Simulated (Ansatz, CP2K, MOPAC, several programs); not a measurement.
Energy against volume for RbBr built on the wurtzite prototype (no longer in that coordination), at fixed shape and fractional coordinates, computed by several methods (PBE and r2SCAN, where shown, with plane waves in Ansatz); the cell shown is that of r2SCAN. With free coordinates or axes held, a curve is too stiff, and on another method's shape its minimum isn't the method's own volume. Space group P6_3/mmc (No. 194), hexagonal; conventional cell a = 5.890 Å, c = 6.870 Å, 51.61 Å³ an atom. Around Rb lie 5 Br at 3.40–3.44 Å; around Br lie 5 Rb at 3.40–3.44 Å. Simulation only: spin-unpolarised, and no claim that this is the phase found in nature. Energies count from each curve's lowest point; fits are third-order Birch-Murnaghan.

```cif
data_structure
_symmetry_space_group_name_H-M 'P6_3/mmc'
_symmetry_Int_Tables_number 194
_cell_length_a 5.8901
_cell_length_b 5.8901
_cell_length_c 6.8703
_cell_angle_alpha 90.000
_cell_angle_beta 90.000
_cell_angle_gamma 120.000
_cell_volume 206.42
loop_
_atom_site_label
_atom_site_type_symbol
_atom_site_symmetry_multiplicity
_atom_site_Wyckoff_symbol
_atom_site_fract_x
_atom_site_fract_y
_atom_site_fract_z
_atom_site_occupancy
Rb1 Rb 2 d 0.33333 0.66667 0.75000 1
Br1 Br 2 c 0.33333 0.66667 0.25000 1
```

PM7 (MOPAC), on the shape of the cell shown, as a cluster of 32 atoms at the zone centre:
```csv
V (Å³/atom),E (meV/atom)
45.413,566.07
48.510,307.95
51.606,141.76
54.702,46.78
57.799,0.00
```
The lowest point is an end point, so the minimum isn't bracketed.

**Question.** PBE, on the shape of its own relaxed cell, gives
```csv
V (Å³/atom),E (meV/atom)
49.813,6.77
51.403,1.72
52.993,0.00
54.583,1.09
56.173,4.53
```
What equilibrium volume and bulk modulus follow?

**Answer.** V₀ = 53.13 Å³ an atom and B₀ = 9 GPa.

**Question.** PBE/SZV (CP2K), on the shape of the cell shown, gives
```
V (Å³/atom)  E (meV/atom)
     45.413         85.26
     48.510         34.66
     51.606          8.57
     54.702          0.00
     57.799          4.02
```
What equilibrium volume and bulk modulus follow?

**Answer.** V₀ = 55.11 Å³ an atom and B₀ = 11 GPa.

light PBE (260 eV, its own mesh), on the shape of the cell shown:
```tsv
V (Å³/atom)	E (meV/atom)
47.477	23.20
49.542	9.75
51.606	2.32
53.670	0.00
55.734	3.22
57.799	10.21
```
The fit gives a pressure derivative B′ of 1.8, outside the usual 2 to 7: a trait of the method or a rough curve, so no modulus is quoted.

**Question.** PBE/DZVP (CP2K), on the shape of the cell shown, gives
```csv
V (Å³/atom),E (meV/atom)
45.413,58.40
48.510,21.75
51.606,4.06
54.702,0.00
57.799,5.77
```
What equilibrium volume and bulk modulus follow?

**Answer.** V₀ = 54.27 Å³ an atom and B₀ = 9 GPa.
